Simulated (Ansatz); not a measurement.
# ZnS: the cost of one run

Computed with Ansatz 0.2.0 (DFT PBEsol, scalar-relativistic, plane waves, PAW, unless a step's input says otherwise).

3 further runs of the same task are left out: 1 that didn't finish, 2 set aside as unsound or not needed.

### 1 The structure to begin with

It takes space group F-43m (No. 216, cubic). The conventional cell has a = 5.357 Å, b = 5.357 Å, c = 5.357 Å, α = 90.00°, β = 90.00°, γ = 90.00°. Zn (site symmetry -43m) has 4 S at 2.32 Å as nearest neighbours. S (site symmetry -43m) is surrounded by 4 Zn at 2.32 Å.

Coordinates:

```cif
data_structure
_symmetry_space_group_name_H-M 'P 1'
_symmetry_Int_Tables_number 1
_cell_length_a 3.7876
_cell_length_b 3.7876
_cell_length_c 3.7876
_cell_angle_alpha 60.000
_cell_angle_beta 60.000
_cell_angle_gamma 60.000
_cell_volume 38.42
loop_
_atom_site_label
_atom_site_type_symbol
_atom_site_fract_x
_atom_site_fract_y
_atom_site_fract_z
_atom_site_occupancy
Zn1 Zn 0.00000 0.00000 0.00000 1
S1 S 0.75000 0.75000 0.75000 1
```

It is the result of an earlier relaxation at this level (volume 19.21 Å³/atom; gap on the mesh: 2.09 eV).

The bulk reference comes from a run made before at the same settings: -2083.7202 eV/atom.

### 2 Cutting the (100) slab

Miller indices refer to the conventional cell of the relaxed bulk, F-43m (No. 216): a = 5.357 Å, b = 5.357 Å, c = 5.357 Å, α = 90.00°, β = 90.00°, γ = 90.00°.

Cut from the relaxed bulk: a (100) slab, 12.1 Å thick as cut, with 15 Å of vacuum; its outer planes are Zn (top) and S (bottom).

The slab as cut. Layers, bottom to top:

```tsv
plane	atoms per cell	height over the lowest (Å)
1	S	0.00
2	Zn	1.34
3	S	2.68
4	Zn	4.02
5	S	5.36
6	Zn	6.70
7	S	8.03
8	Zn	9.37
9	S	10.71
10	Zn	12.05
```

### 3 The slab as cut, atoms at the bulk's places

A dipole layer in the vacuum cancels the field that periodic copies would set up if the slab's two faces differ.

input.yaml

```yaml
crystal:
  lattice:
    - [3.7876303076, 0.0, 0.0]
    - [0.0, 3.7876303076, 0.0]
    - [0.0, 0.0, 27.0521658379]
  atoms:
    - { symbol: S, position: [0.0, 0.5, 0.2772421271] }
    - { symbol: Zn, position: [0.5, 0.5, 0.3267438766] }
    - { symbol: S, position: [0.5, 0.0, 0.3762456262] }
    - { symbol: Zn, position: [0.0, 0.0, 0.4257473757] }
    - { symbol: S, position: [0.0, 0.5, 0.4752491252] }
    - { symbol: Zn, position: [0.5, 0.5, 0.5247508748] }
    - { symbol: S, position: [0.5, 0.0, 0.5742526243] }
    - { symbol: Zn, position: [0.0, 0.0, 0.6237543738] }
    - { symbol: S, position: [0.0, 0.5, 0.6732561234] }
    - { symbol: Zn, position: [0.5, 0.5, 0.7227578729] }
basis:
  ecutwfc: 420
kpoints:
  mp_grid: { grid: [7, 7, 1] }
hamiltonian:
  xc: pbesol
scf:
  occupations: { method: gaussian, width: 0.05 }
output:
  forces: true
  stress: true
  eigenvalues: true
  write_density: true
  write_potential: true
  elf: true
  volumetric_format: npy
efield:
  axis: 3
  dipole_correction: true
  ramp_width: 0.04
```

Command:

```bash
> ansatz run input.yaml --threads 1 --pin off --max-ram 2560MiB --backend cpu --events-out ev --progress --plain --runs-dir out
```

**Question.** How long does this run take on 1 thread of Intel Xeon Platinum 8259CL at 2.50GHz (Skylake/Cascade Lake), shared host, and how much memory does it need?

About 57 s, with a peak of 0.65 GiB.
